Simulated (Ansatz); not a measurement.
Nudged elastic band run: Si, charge +1

The input (input.yaml):

```yaml
crystal:
  lattice:
    - [10.86, 0.0, 0.0]
    - [0.0, 10.86, 0.0]
    - [0.0, 0.0, 10.86]
  atoms:
    - { symbol: Si, position: [0.49903906, 0.0014454, 0.0007467] }
    - { symbol: Si, position: [0.62555989, 0.12549886, 0.12421338] }
    - { symbol: Si, position: [0.7507093, 0.25067916, -0.00087537] }
    - { symbol: Si, position: [0.87710464, 0.37478167, 0.12273195] }
    - { symbol: Si, position: [0.74985031, -0.0002175, 0.24993478] }
    - { symbol: Si, position: [0.87469122, 0.12491668, 0.37480529] }
    - { symbol: Si, position: [-0.00034409, -0.00026474, -0.00051828] }
    - { symbol: Si, position: [0.12306427, 0.12743577, 0.12236183] }
    - { symbol: Si, position: [0.24661777, 0.2537684, -0.0041602] }
    - { symbol: Si, position: [0.37213414, 0.37662237, 0.12260275] }
    - { symbol: Si, position: [0.50059372, 0.49996065, 0.00010499] }
    - { symbol: Si, position: [0.62541422, 0.62504224, 0.12494974] }
    - { symbol: Si, position: [0.75088444, 0.74932026, 0.00029403] }
    - { symbol: Si, position: [0.87467224, 0.87487914, 0.12486762] }
    - { symbol: Si, position: [0.2509479, 0.00087165, 0.24882799] }
    - { symbol: Si, position: [0.37499588, 0.12496498, 0.37446676] }
    - { symbol: Si, position: [0.4991548, 0.24897143, 0.24833649] }
    - { symbol: Si, position: [0.62392489, 0.37499724, 0.37489292] }
    - { symbol: Si, position: [0.75086472, 0.50042857, 0.24929761] }
    - { symbol: Si, position: [0.87470688, 0.62482212, 0.37501326] }
    - { symbol: Si, position: [0.50024461, -0.00019716, 0.49991006] }
    - { symbol: Si, position: [0.62547541, 0.12484305, 0.62474153] }
    - { symbol: Si, position: [0.75096233, 0.24943625, 0.50043109] }
    - { symbol: Si, position: [0.87725002, 0.37504247, 0.62724149] }
    - { symbol: Si, position: [0.75095958, 0.00046008, 0.7492994] }
    - { symbol: Si, position: [0.87715459, 0.1271099, 0.87505949] }
    - { symbol: Si, position: [0.00591151, 0.49678091, -0.00307299], spin: 0.11 }
    - { symbol: Si, position: [0.12562354, 0.62419397, 0.12425132] }
    - { symbol: Si, position: [0.24964368, 0.7505263, 0.00018078] }
    - { symbol: Si, position: [0.37497152, 0.87523848, 0.1247613] }
    - { symbol: Si, position: [-0.00032136, 0.25034678, 0.2500221] }
    - { symbol: Si, position: [0.1247444, 0.37487636, 0.37494445] }
    - { symbol: Si, position: [0.24962617, 0.50008104, 0.25056648] }
    - { symbol: Si, position: [0.37490685, 0.6246983, 0.37526078] }
    - { symbol: Si, position: [0.50025572, 0.74987757, 0.24997204] }
    - { symbol: Si, position: [0.62462248, 0.87489514, 0.37492105] }
    - { symbol: Si, position: [-0.00094326, 0.00033114, 0.5003673] }
    - { symbol: Si, position: [0.12567816, 0.12553635, 0.62555868] }
    - { symbol: Si, position: [0.24969786, 0.24953921, 0.49912977] }
    - { symbol: Si, position: [0.37221971, 0.37290148, 0.62716754] }
    - { symbol: Si, position: [0.499085, 0.50078437, 0.50147075] }
    - { symbol: Si, position: [0.62555197, 0.62421689, 0.62556442] }
    - { symbol: Si, position: [0.74987293, 0.74992948, 0.49983793] }
    - { symbol: Si, position: [0.87476536, 0.87470621, 0.62497145] }
    - { symbol: Si, position: [0.24965024, -0.00093051, 0.74957444] }
    - { symbol: Si, position: [0.37212838, 0.12713719, 0.87295827] }
    - { symbol: Si, position: [0.50063869, 0.24969962, 0.7497693] }
    - { symbol: Si, position: [0.62482312, 0.37486973, 0.87492016] }
    - { symbol: Si, position: [0.75072074, 0.49906892, 0.7507234] }
    - { symbol: Si, position: [0.87714785, 0.6226317, 0.87478068] }
    - { symbol: Si, position: [-0.00090649, 0.74938019, 0.24944808] }
    - { symbol: Si, position: [0.12391234, 0.87498096, 0.3748285] }
    - { symbol: Si, position: [-0.00029701, 0.49943822, 0.49985541] }
    - { symbol: Si, position: [0.12320323, 0.62245406, 0.62732549] }
    - { symbol: Si, position: [0.25097081, 0.74897048, 0.50075676] }
    - { symbol: Si, position: [0.37497948, 0.87437456, 0.62506604] }
    - { symbol: Si, position: [0.00607647, 0.25283366, 0.75297795], spin: 0.1 }
    - { symbol: Si, position: [0.24680386, 0.49592026, 0.75362011] }
    - { symbol: Si, position: [0.37210406, 0.62243615, 0.87684179] }
    - { symbol: Si, position: [0.49910549, 0.74822136, 0.74907386] }
    - { symbol: Si, position: [0.62389342, 0.87497352, 0.8748809] }
    - { symbol: Si, position: [-0.00023855, 0.74990209, 0.75042004] }
    - { symbol: Si, position: [0.12473869, 0.87485483, 0.8749476] }
magnetization:
  spin_polarized: true
total_charge: 1
basis:
  ecutwfc: 420.0
kpoints:
  mp_grid: { grid: [1, 1, 1] }
hamiltonian:
  xc: pbe
  dispersion: d3bj
  pseudopotentials: { kind: paw, azcp: { folder: soft_1 } }
scf:
  occupations: { method: gaussian, width: 0.05 }
  lower_state_search: "off"
neb:
  images: 5
  f_tol: 0.05
  initial_path: idpp
  max_iterations: 45
  final_atoms:
    - { symbol: Si, position: [0.50081536, -0.00081536, -0.00071656] }
    - { symbol: Si, position: [0.6256821, 0.12653454, 0.12581739] }
    - { symbol: Si, position: [0.75306626, 0.25285418, -0.00126155] }
    - { symbol: Si, position: [0.87831896, 0.38119956, 0.12168104] }
    - { symbol: Si, position: [0.7499297, 0.00090984, 0.2500703] }
    - { symbol: Si, position: [0.87418261, 0.12653454, 0.3743179] }
    - { symbol: Si, position: [0.00013995, -0.00010601, -0.00013995] }
    - { symbol: Si, position: [0.12477893, 0.12534908, 0.12414398] }
    - { symbol: Si, position: [0.24896266, 0.25103734, -0.000313] }
    - { symbol: Si, position: [0.37465092, 0.37522107, 0.12414398] }
    - { symbol: Si, position: [0.50010601, 0.49986005, -0.00013995] }
    - { symbol: Si, position: [0.62376416, 0.62527642, 0.12527642] }
    - { symbol: Si, position: [0.7517357, 0.7482643, 0.00202523] }
    - { symbol: Si, position: [0.87472358, 0.87623584, 0.12527642] }
    - { symbol: Si, position: [0.24961606, 0.00037444, 0.24955515] }
    - { symbol: Si, position: [0.37501211, 0.12498789, 0.37517956] }
    - { symbol: Si, position: [0.49962556, 0.25038394, 0.24955515] }
    - { symbol: Si, position: [0.62615651, 0.37396413, 0.37384349] }
    - { symbol: Si, position: [0.7517357, 0.50202523, 0.2482643] }
    - { symbol: Si, position: [0.87472358, 0.62527642, 0.37623584] }
    - { symbol: Si, position: [0.50024693, -0.00024693, 0.49975307] }
    - { symbol: Si, position: [0.62482044, 0.12498789, 0.62498789] }
    - { symbol: Si, position: [0.75044485, 0.25038394, 0.50037444] }
    - { symbol: Si, position: [0.87585602, 0.37522107, 0.62534908] }
    - { symbol: Si, position: [0.75044485, 0.00037444, 0.75038394] }
    - { symbol: Si, position: [0.87585602, 0.12534908, 0.87522107] }
    - { symbol: Si, position: [0.12182825, 0.37817175, -0.12182825] }
    - { symbol: Si, position: [0.11880044, 0.62168104, 0.12168104] }
    - { symbol: Si, position: [0.24714582, 0.74693374, -0.00126155] }
    - { symbol: Si, position: [0.37346546, 0.8743179, 0.12581739] }
    - { symbol: Si, position: [0.00126155, 0.25285418, 0.24693374] }
    - { symbol: Si, position: [0.12506478, 0.37493522, 0.37516183] }
    - { symbol: Si, position: [0.24714582, 0.49873845, 0.24693374] }
    - { symbol: Si, position: [0.37346546, 0.62581739, 0.3743179] }
    - { symbol: Si, position: [0.49909016, 0.7500703, 0.2500703] }
    - { symbol: Si, position: [0.62489592, 0.87510408, 0.37510408] }
    - { symbol: Si, position: [0.00071656, -0.00081536, 0.49918464] }
    - { symbol: Si, position: [0.12549312, 0.12528249, 0.62528249] }
    - { symbol: Si, position: [0.25022329, 0.24977671, 0.50007631] }
    - { symbol: Si, position: [0.37471751, 0.37450688, 0.62528249] }
    - { symbol: Si, position: [0.50081536, 0.49928344, 0.49918464] }
    - { symbol: Si, position: [0.6256821, 0.62581739, 0.62653454] }
    - { symbol: Si, position: [0.7499297, 0.7500703, 0.50090984] }
    - { symbol: Si, position: [0.87418261, 0.8743179, 0.62653454] }
    - { symbol: Si, position: [0.25022329, 7.631e-05, 0.74977671] }
    - { symbol: Si, position: [0.37471751, 0.12528249, 0.87450688] }
    - { symbol: Si, position: [0.49992369, 0.24977671, 0.74977671] }
    - { symbol: Si, position: [0.62483817, 0.37493522, 0.87493522] }
    - { symbol: Si, position: [0.75306626, 0.49873845, 0.75285418] }
    - { symbol: Si, position: [0.87831896, 0.62168104, 0.88119956] }
    - { symbol: Si, position: [-0.00202523, 0.7482643, 0.2482643] }
    - { symbol: Si, position: [0.12603587, 0.87384349, 0.37384349] }
    - { symbol: Si, position: [0.00013995, 0.49986005, 0.49989399] }
    - { symbol: Si, position: [0.12477893, 0.62414398, 0.62534908] }
    - { symbol: Si, position: [0.24961606, 0.74955515, 0.50037444] }
    - { symbol: Si, position: [0.37501211, 0.87517956, 0.62498789] }
    - { symbol: Si, position: [0.000313, 0.25103734, 0.75103734] }
    - { symbol: Si, position: [0.24896266, 0.499687, 0.75103734] }
    - { symbol: Si, position: [0.37465092, 0.62414398, 0.87522107] }
    - { symbol: Si, position: [0.49962556, 0.74955515, 0.75038394] }
    - { symbol: Si, position: [0.62615651, 0.87384349, 0.87396413] }
    - { symbol: Si, position: [0.00126155, 0.74693374, 0.75285418] }
    - { symbol: Si, position: [0.12506478, 0.87516183, 0.87493522] }
  order_check: true
```

Run as:

```bash
$ ansatz run input.yaml --threads 4 --pin off --max-ram 10240MiB --backend cpu --events-out ev --progress --plain --runs-dir out
```

Output, in part (warnings, iteration lines):

```
NEB end point (image 0): max|allowed force component| = 9.779e-3 eV/Å (the criterion of neb.relax_end_points is 1.000e-2)
NEB end point (image 6): max|allowed force component| = 3.889e-3 eV/Å (the criterion of neb.relax_end_points is 1.000e-2)
WARN: dispersion: an atom stands within reach of a switch of its C6 between two reference coordination numbers of its element: through that C6 alone, e_disp changes by 0.025 eV or more while the distances to its neighbours run over a stretch of 0.05 Å that contains this geometry (sites counted from …
NEB iter   1: max|band force component| = 5.972e-1 eV/Å  barrier→ = 0.7765 eV  barrier← = 0.7770 eV  Δτ_max = 0.1966 Å  (150 SCF iters)
NEB iter   2: max|band force component| = 3.509e-1 eV/Å  barrier→ = 0.5176 eV  barrier← = 0.5181 eV  CI = image 3  Δτ_max = 0.2000 Å  (68 SCF iters)
NEB iter   3: max|band force component| = 6.882e-1 eV/Å  barrier→ = 0.7406 eV  barrier← = 0.7411 eV  CI = image 3  Δτ_max = 0.0999 Å  (55 SCF iters)
NEB iter   4: max|band force component| = 1.725e-1 eV/Å  barrier→ = 0.4587 eV  barrier← = 0.4592 eV  CI = image 3  Δτ_max = 0.0642 Å  (51 SCF iters)
NEB iter   5: max|band force component| = 1.128e-1 eV/Å  barrier→ = 0.4467 eV  barrier← = 0.4472 eV  CI = image 3  Δτ_max = 0.0274 Å  (45 SCF iters)
[... lines left out ...]
```

The run converged. By the program's own check the climbing image is of a kind that is not told: a solve is, or may be, on another electronic state (lowest curvatures found: -2.72 and 1.99 eV/Å²). Limits of this set-up: coarse k mesh, charged cell in a uniform background, uncorrected.

Final band (atoms are numbered from 1 in the order of the input):

```tsv
image	path coordinate (Å)	energy (eV)	Si4–Si27 (Å)	Si27–Si28 (Å)	Si27–Si50 (Å)
0	0.00	0.00	2.36	2.35	2.36
1	0.42	0.05	2.42	2.38	2.42
2	0.85	0.25	2.56	2.50	2.55
3	1.27	0.43	2.83	2.76	2.82
4	1.71	0.24	3.16	3.08	3.13
5	2.15	0.05	3.52	3.41	3.47
6	2.59	0.00	3.74	3.74	3.74
```

Time of the run: 12 min on 4 threads of AMD EPYC 7B13 (Zen 3) (shared host), peak memory 6.2 GiB.
